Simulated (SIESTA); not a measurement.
# Sn under changes of volume

One of the cells (27.901 Å³/atom); the others are scaled copies at fixed shape and fractional positions:

```
Sn
1.0
    -2.04263    2.04263    1.67176
     2.04263   -2.04263    1.67176
     2.04263    2.04263   -1.67176
Sn
1
Direct
  0.00000 0.00000 0.00000
```

This isn't the form of Sn at room conditions, which is tetragonal (white tin).

| Quantity | Value |
| --- | --- |
| Program | SIESTA 5.4.2 |
| Functional | PBEsol |
| Potentials or basis | PseudoDojo 0.4 standard (PBEsol files) |
| Basis | DZP (energy shift 0.003 Ry; two zetas on semicore shells) |
| Grid cutoff | 500 Ry |
| Energy shift | 0.003 Ry |
| k mesh | 10 × 10 × 10 |
| Occupations | fermi-dirac, width 0.05 eV |
| Spin | no spin polarisation |

| volume (Å³/atom) | energy over the lowest point (meV/atom) | pressure (GPa) |
| --- | --- | --- |
| 25.712 | ? | ? |
| 26.259 | 2.15 | 1.2 |
| 26.806 | 0.00 | 0.1 |
| 27.901 | 7.06 | -1.9 |
| 28.448 | 15.11 | -2.7 |
| 28.995 | 25.95 | -3.5 |

Question: What does the run at 25.712 Å³/atom give?

Answer: Energy over the lowest point 8.34 meV/atom; pressure 2.6 GPa.

Worked out: A Birch-Murnaghan fit of order 3 (a polynomial in V^(-2/3)) to the other rows has its minimum at 26.82 Å³/atom with B0 = V·E''(V) = 56 GPa and B' = 5.6 at fixed shape and positions, which overstates the stiffness. It gives 8.71 meV/atom at 25.712 Å³/atom, against the run's 8.34, and -dE/dV = 2.6 GPa, against 2.6.

Energies are extrapolated to zero smearing.

Caveats: the basis of atomic orbitals isn't converged, which shifts pressures, moduli and gaps.
